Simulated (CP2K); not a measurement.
# GaN (P6_3mc) in CP2K: band structure with PW91

Aim: the band structure of GaN with PW91.

Program: CP2K 2026.2. These are calculated values, not measurements. Logs are shortened: lines on timing, memory, paths and dates and some standing lists are left out, and cuts for length are marked.

**Measured values to compare with.**

From “Studying electronic properties in GaN without electrical contacts using γ-γ vs e−-γ Perturbed Angular Correlations”, 2019, pmc:6823545, for a bulk crystal of GaN: band gap 3.503 ± 0.005 eV (direct).

How close the calculation comes is told below.

### 1 The crystal as given

It takes space group P6_3mc (No. 186, hexagonal). The conventional cell has a = 3.180 Å, b = 3.180 Å, c = 5.166 Å, α = 90.00°, β = 90.00°, γ = 120.00°. Ga (site symmetry 3m) has 4 N at 1.94 to 1.95 Å as nearest neighbours. N (site symmetry 3m) has 4 Ga at 1.94 to 1.95 Å as nearest neighbours.

### 2 Band structure, PW91

gan_bands.inp

```
&GLOBAL
  PROJECT gan_bands
  RUN_TYPE ENERGY_FORCE
  PRINT_LEVEL LOW
&END GLOBAL
&FORCE_EVAL
  METHOD QS
  STRESS_TENSOR ANALYTICAL
  &DFT
    BASIS_SET_FILE_NAME BASIS_MOLOPT_UZH
    POTENTIAL_FILE_NAME POTENTIAL_UZH
    &MGRID
      CUTOFF 450
      REL_CUTOFF 60
      NGRIDS 5
    &END MGRID
    &QS
      METHOD GPW
      EPS_DEFAULT 1.0E-10
    &END QS
    &KPOINTS
      SCHEME MONKHORST-PACK 10 10 5
      GAMMA_CENTERED T
      SYMMETRY T
      SYMMETRY_BACKEND SPGLIB
    &END KPOINTS
    &SCF
      SCF_GUESS ATOMIC
      EPS_SCF 1.0E-6
      MAX_SCF 100
      ADDED_MOS 14
      CHOLESKY OFF
      EPS_EIGVAL 1.0E-7
      &DIAGONALIZATION ON
        ALGORITHM STANDARD
      &END DIAGONALIZATION
      &MIXING ON
        METHOD BROYDEN_MIXING
        ALPHA 0.4
        BETA 1.5
        NBUFFER 8
      &END MIXING
      &SMEAR ON
        METHOD FERMI_DIRAC
        ELECTRONIC_TEMPERATURE 580.23
      &END SMEAR
    &END SCF
    &XC
      &XC_FUNCTIONAL
        &GGA_X_PW91
        &END GGA_X_PW91
        &GGA_C_PW91
        &END GGA_C_PW91
      &END XC_FUNCTIONAL
    &END XC
    &PRINT
      &KPOINTS ON
      &END KPOINTS
      &MULLIKEN ON
        &EACH
          QS_SCF 0
          GEO_OPT 0
          CELL_OPT 0
          MD 0
        &END EACH
        ADD_LAST NUMERIC
      &END MULLIKEN
      &MO ON
        ENERGIES T
        OCCUPATION_NUMBERS T
        &EACH
          QS_SCF 0
          GEO_OPT 0
          CELL_OPT 0
          MD 0
        &END EACH
        ADD_LAST NUMERIC
      &END MO
      &BAND_STRUCTURE
        FILE_NAME bands.bs
        ADDED_MOS 4
        &KPOINT_SET
          UNITS B_VECTOR
          NPOINTS 10
          SPECIAL_POINT GAMMA 0.00000000 0.00000000 0.00000000
          SPECIAL_POINT M 0.50000000 0.00000000 0.00000000
          SPECIAL_POINT K 0.33333333 0.33333333 0.00000000
          SPECIAL_POINT GAMMA 0.00000000 0.00000000 0.00000000
          SPECIAL_POINT A 0.00000000 0.00000000 0.50000000
          SPECIAL_POINT L 0.50000000 0.00000000 0.50000000
          SPECIAL_POINT H 0.33333333 0.33333333 0.50000000
          SPECIAL_POINT A 0.00000000 0.00000000 0.50000000
        &END KPOINT_SET
        &KPOINT_SET
          UNITS B_VECTOR
          NPOINTS 10
          SPECIAL_POINT L 0.50000000 0.00000000 0.50000000
          SPECIAL_POINT M 0.50000000 0.00000000 0.00000000
        &END KPOINT_SET
        &KPOINT_SET
          UNITS B_VECTOR
          NPOINTS 10
          SPECIAL_POINT K 0.33333333 0.33333333 0.00000000
          SPECIAL_POINT H 0.33333333 0.33333333 0.50000000
        &END KPOINT_SET
      &END BAND_STRUCTURE
    &END PRINT
  &END DFT
  &SUBSYS
    &CELL
      A 3.1800000000 0.0000000000 0.0000000000
      B -1.5900000000 2.7539607840 0.0000000000
      C 0.0000000000 0.0000000000 5.1660000000
      PERIODIC XYZ
    &END CELL
    &COORD
      SCALED
      Ga  0.6666666667 0.3333333333 0.5000000000
      Ga  0.3333333333 0.6666666667 0.0000000000
      N   0.6666666667 0.3333333333 0.8750000000
      N   0.3333333333 0.6666666667 0.3750000000
    &END COORD
    &KIND Ga
      BASIS_SET TZVP-MOLOPT-PBE-GTH-q13
      POTENTIAL GTH-PBE-q13
    &END KIND
    &KIND N
      BASIS_SET TZVP-MOLOPT-PBE-GTH-q5
      POTENTIAL GTH-PBE-q5
    &END KIND
    &PRINT
      &ATOMIC_COORDINATES ON
      &END ATOMIC_COORDINATES
      &CELL ON
      &END CELL
    &END PRINT
  &END SUBSYS
  &PRINT
    &FORCES ON
    &END FORCES
    &STRESS_TENSOR ON
    &END STRESS_TENSOR
  &END PRINT
&END FORCE_EVAL
```

Potentials or basis: POTENTIAL_UZH Ga GTH-PBE-q13, N GTH-PBE-q5; TZVP-MOLOPT-PBE-GTH basis.

Command:

```console
$ OMP_NUM_THREADS=2 cp2k.psmp -i gan_bands.inp -o gan_bands.out
```

gan_bands.out:

```text

 CP2K| version string:                                       CP2K version 2026.2
 CP2K| Input file name                                             gan_bands.inp

 GLOBAL| Force Environment number                                              1
 GLOBAL| Basis set file name                                    BASIS_MOLOPT_UZH
 GLOBAL| Potential file name                                       POTENTIAL_UZH
 GLOBAL| MM Potential file name                                     MM_POTENTIAL
 GLOBAL| Coordinate file name                                      __STD_INPUT__
 GLOBAL| Method name                                                        CP2K
 GLOBAL| Project name                                                  gan_bands
 GLOBAL| Run type                                                   ENERGY_FORCE
 GLOBAL| FFT library                                                       FFTW3
[... 5 lines left out ...]
 GLOBAL| Global print level                                                  LOW
 GLOBAL| Total number of message passing processes                             1
 GLOBAL| Number of threads for this process                                    2
 GLOBAL| CPU model name                                 Intel(R) Xeon(R) 6975P-C

 CELL| Volume [angstrom^3]:                                            45.241737
 CELL| Vector a [angstrom]:       3.180     0.000     0.000   |a| =     3.180000
 CELL| Vector b [angstrom]:      -1.590     2.754     0.000   |b| =     3.180000
 CELL| Vector c [angstrom]:       0.000     0.000     5.166   |c| =     5.166000
 CELL| Angle (b,c), alpha [degree]:                                    90.000000
 CELL| Angle (a,c), beta  [degree]:                                    90.000000
 CELL| Angle (a,b), gamma [degree]:                                   120.000000
 CELL| Numerically orthorhombic:                                              NO
 CELL| Periodicity                                                           XYZ

 CELL_REF| Volume [angstrom^3]:                                        45.241737
 CELL_REF| Vector a [angstrom     3.180     0.000     0.000   |a| =     3.180000
 CELL_REF| Vector b [angstrom    -1.590     2.754     0.000   |b| =     3.180000
 CELL_REF| Vector c [angstrom     0.000     0.000     5.166   |c| =     5.166000
 CELL_REF| Angle (b,c), alpha [degree]:                                90.000000
 CELL_REF| Angle (a,c), beta  [degree]:                                90.000000
 CELL_REF| Angle (a,b), gamma [degree]:                               120.000000
 CELL_REF| Numerically orthorhombic:                                          NO
 CELL_REF| Periodicity                                                       XYZ

[... 9 lines left out ...]

  Total number of            - Atomic kinds:                                   2
                             - Atoms:                                          4
                             - Shell sets:                                     4
                             - Shells:                                        34
                             - Primitive Cartesian functions:                 22
                             - Cartesian basis functions:                    116
                             - Spherical basis functions:                    102

  Maximum angular momentum of- Orbital basis functions:                        3
                             - Local part of the GTH pseudopotential:          2
                             - Non-local part of the GTH pseudopotential:      4

 MODULE QUICKSTEP: ATOMIC COORDINATES IN ANGSTROM

   Atom Kind Element         X             Y             Z       Z(eff)     Mass
      1    1 Ga   31      1.590000      0.917987      2.583000  13.0000  69.7230
      2    1 Ga   31     -0.000000      1.835974      0.000000  13.0000  69.7230
      3    2 N     7      1.590000      0.917987      4.520250   5.0000  14.0067
      4    2 N     7     -0.000000      1.835974      1.937250   5.0000  14.0067

 SCF PARAMETERS         Density guess:                                    ATOMIC
                        --------------------------------------------------------
                        max_scf:                                             100
[... 7 lines left out ...]
                        --------------------------------------------------------
                        level_shift [a.u.]:                             0.000000
                        added MOs                                        14    0
                        --------------------------------------------------------
                        Mixing method:                            BROYDEN_MIXING
                                                charge density mixing in g-space
                        --------------------------------------------------------
[... 70 lines left out ...]
 Number of independent orbital functions:                                    102

 SCF WAVEFUNCTION OPTIMIZATION

  Step     Update method      Time    Convergence         Total energy    Change
  ------------------------------------------------------------------------------
     1 NoMix/Diag. 0.40E+00    7.8     1.52792007      -169.5840253450 -1.70E+02
     2 Broy./Diag. 0.40E+00    8.2     0.15216495      -166.7016392001  2.88E+00
     3 Broy./Diag. 0.40E+00    8.3     0.09656927      -168.5774404732 -1.88E+00
     4 Broy./Diag. 0.40E+00    8.3     0.02224475      -169.2971368283 -7.20E-01
     5 Broy./Diag. 0.40E+00    8.4     0.00952416      -169.2469149522  5.02E-02
     6 Broy./Diag. 0.40E+00    8.0     0.00851146      -169.2743441484 -2.74E-02
     7 Broy./Diag. 0.40E+00    8.2     0.00134347      -169.2908696573 -1.65E-02
     8 Broy./Diag. 0.40E+00    8.2     0.00109449      -169.2959815126 -5.11E-03
     9 Broy./Diag. 0.40E+00    8.0     0.00013515      -169.2988289007 -2.85E-03
    10 Broy./Diag. 0.40E+00    8.4     0.00010679      -169.2979497203  8.79E-04
    11 Broy./Diag. 0.40E+00    8.2     0.00003716      -169.2979557957 -6.08E-06
    12 Broy./Diag. 0.40E+00    8.1     0.00000984      -169.2980905500 -1.35E-04
    13 Broy./Diag. 0.40E+00    7.7     0.00000842      -169.2980596223  3.09E-05
    14 Broy./Diag. 0.40E+00    8.2     0.00000208      -169.2980401756  1.94E-05
    15 Broy./Diag. 0.40E+00    8.0     0.00000276      -169.2980403574 -1.82E-07
    16 Broy./Diag. 0.40E+00    8.1     0.00000024      -169.2980388288  1.53E-06

  *** SCF run converged in    16 steps ***

  Electronic density on regular grids:        -35.9999999281        0.0000000719
  Core density on regular grids:               35.9999999976       -0.0000000024
  Total charge density on r-space grids:        0.0000000695
  Total charge density g-space grids:           0.0000000695

  Overlap energy of the core charge distribution:               0.00000001241056
  Self energy of the core charge distribution:               -244.28278541549662
  Core Hamiltonian energy:                                     73.39767897289553
  Hartree energy:                                              27.38697564958614
  Exchange-correlation energy:                                -25.79990804816450
  Electronic entropic energy:                                  -0.00000000000263
  Fermi energy:                                                 0.25900027550268

  Total energy:                                              -169.29803882877150
  Total energy (extrapolated to T->0):                       -169.29803882877019

 MO| EIGENVALUES AND OCCUPATION NUMBERS FOR K POINT 1
 MO|
 MO|  Index      Eigenvalue [a.u.]        Eigenvalue [eV]             Occupation
 MO|      1              -0.332324              -9.043006               2.000000
 MO|      2              -0.331268              -9.014271               2.000000
 MO|      3              -0.276669              -7.528552               2.000000
 MO|      4              -0.275623              -7.500073               2.000000
 MO|      5              -0.275509              -7.496977               2.000000
 MO|      6              -0.272993              -7.428511               2.000000
[... 531 lines left out ...]
 MO|     31               1.020423              27.767111               0.000000
 MO|     32               1.072594              29.186769               0.000000
 MO| Sum:                                                              36.000000
 MO| E(Fermi):            0.259000 a.u.          7.047756 eV
 MO| Band gap:            0.226219 a.u.          6.155731 eV

 [... the levels of further k-points ...]

 !-----------------------------------------------------------------------------!
                     Mulliken Population Analysis

 #  Atom  Element  Kind  Atomic population                           Net charge
       1     Ga       1         11.791176                              1.208824
       2     Ga       1         11.791206                              1.208794
       3     N        2          6.208802                             -1.208802
       4     N        2          6.208816                             -1.208816
 # Total charge                             36.000000                  0.000000

 !-----------------------------------------------------------------------------!

 KPOINTS| Band Structure Calculation
 KPOINTS| Number of k-point sets                                               3
 KPOINTS| Number of added MOs/bands                                            4
 KPOINTS| Number of k-points in set    1                                      71
 KPOINTS| In units of b-vector [2pi/Bohr]
 KPOINTS| Special point     1       GAMMA     0.000000     0.000000     0.000000
 KPOINTS| Special point     2           M     0.500000     0.000000     0.000000
 KPOINTS| Special point     3           K     0.333333     0.333333     0.000000
 KPOINTS| Special point     4       GAMMA     0.000000     0.000000     0.000000
 KPOINTS| Special point     5           A     0.000000     0.000000     0.500000
 KPOINTS| Special point     6           L     0.500000     0.000000     0.500000
 KPOINTS| Special point     7           H     0.333333     0.333333     0.500000
 KPOINTS| Special point     8           A     0.000000     0.000000     0.500000
 KPOINTS| Number of k-points in set    2                                      11
 KPOINTS| In units of b-vector [2pi/Bohr]
 KPOINTS| Special point     1           L     0.500000     0.000000     0.500000
 KPOINTS| Special point     2           M     0.500000     0.000000     0.000000
 KPOINTS| Number of k-points in set    3                                      11
 KPOINTS| In units of b-vector [2pi/Bohr]
 KPOINTS| Special point     1           K     0.333333     0.333333     0.000000
 KPOINTS| Special point     2           H     0.333333     0.333333     0.500000

 ENERGY| Total FORCE_EVAL ( QS ) energy [hartree]           -169.298038715702091

 FORCES| Atomic forces [hartree/bohr]
 FORCES|   Atom     x               y               z               |f|
 FORCES|      1  1.43374709E-05 -8.42287979E-06 -2.07985751E-03   2.07992398E-03
 FORCES|      2 -1.43374709E-05  8.42226636E-06 -2.07983129E-03   2.07989776E-03
 FORCES|      3  1.89636664E-05 -1.09692990E-05  2.49192545E-03   2.49202174E-03
 FORCES|      4 -1.89636815E-05  1.09697098E-05  2.49194632E-03   2.49204262E-03
 FORCES| Sum    -1.51544294E-11 -2.02675231E-10  8.24182962E-04
 FORCES| Total atomic force                                       8.24182962E-04

 STRESS| Analytical stress tensor [bar]
 STRESS|                        x                   y                   z
 STRESS|      x        8.64547280986E+04  -3.84206496229E+02   3.76250162967E-05
 STRESS|      y       -3.84206496229E+02   8.60114135401E+04  -1.17281152398E-02
 STRESS|      z        3.76250162967E-05  -1.17281152398E-02   1.14035682625E+05
 STRESS| 1/3 Trace                                             9.55006080879E+04
 STRESS| Determinant                                           8.47963150287E+14

 STRESS| Eigenvectors and eigenvalues of the analytical stress tensor [bar]
 STRESS|                        1                   2                   3
 STRESS| Eigenvalues   8.57895095708E+04   8.66766320679E+04   1.14035682625E+05
 STRESS|      x           0.500139020104      0.865945125611      0.000000007195
 STRESS|      y           0.865945125611     -0.500139020104     -0.000000418597
 STRESS|      z           0.000000358884     -0.000000215587      1.000000000000
```

It took 2.5 min on 2 threads of Intel Xeon 6975P-C (Granite Rapids), shared host; peak memory 0.58 GiB.

Results:

```
Free energy             : -4606.8339 eV
Pressure                : 9.6 GPa
Largest force           : 0.128 eV/Å
Band gap on the k mesh  : 1.93 eV, direct
Band gap along the path : 1.93 eV, direct
Mulliken charges        : Ga +1.21; N -1.21 e
```

Forces on the atoms (eV/Å):
```
Ga   0.001  0.000 -0.107
Ga  -0.001  0.000 -0.107
N    0.001 -0.001  0.128
N   -0.001  0.001  0.128
```

Levels at the corners of the path, in eV from the valence-band top:
| point | band 16 | band 17 | band 18 | band 19 | band 20 | band 21 |
| --- | --- | --- | --- | --- | --- | --- |
| Γ | -0.06 | 0.00 | 0.00 | 1.93 | 4.25 | 9.26 |
| M | -2.83 | -2.29 | -1.01 | 5.09 | 5.59 | 6.09 |
| K | -3.08 | -3.08 | -2.75 | 5.17 | 7.82 | 7.82 |
| Γ | -0.06 | 0.00 | 0.00 | 1.93 | 4.25 | 9.26 |
| A | -0.56 | -0.56 | -0.56 | 4.24 | 4.24 | 8.54 |
| L | -2.00 | -1.96 | -1.96 | 4.42 | 4.42 | 7.85 |
| H | -4.27 | -1.54 | -1.54 | 6.48 | 6.48 | 7.37 |
| A | -0.56 | -0.56 | -0.56 | 4.24 | 4.24 | 8.54 |
| L | -2.00 | -1.96 | -1.96 | 4.42 | 4.42 | 7.85 |
| M | -2.83 | -2.29 | -1.01 | 5.09 | 5.59 | 6.09 |
| K | -3.08 | -3.08 | -2.75 | 5.17 | 7.82 | 7.82 |
| H | -4.27 | -1.54 | -1.54 | 6.48 | 6.48 | 7.37 |

Caveat: Mulliken charges move with the basis; the potentials were made for another functional, which shifts forces and pressure; the basis of atomic orbitals isn't converged, which shifts pressures, moduli and gaps.

### 3 How close it comes

Step 2. A measured gap of GaN is 3.503 eV (direct; quoted in “Studying electronic properties in GaN without electrical contacts using γ-γ vs e−-γ Perturbed Angular Correlations”, 2019, pmc:6823545); the calculated 1.93 eV misses it by -1.57 eV. Spin-orbit coupling on Ga is left out. The value is that of PW91 in an atomic basis (POTENTIAL_UZH Ga GTH-PBE-q13, N GTH-PBE-q5; TZVP-MOLOPT-PBE-GTH basis), whose error adds to the functional's,, without temperature or zero-point motion. Semilocal functionals fall short of measured gaps as a rule.
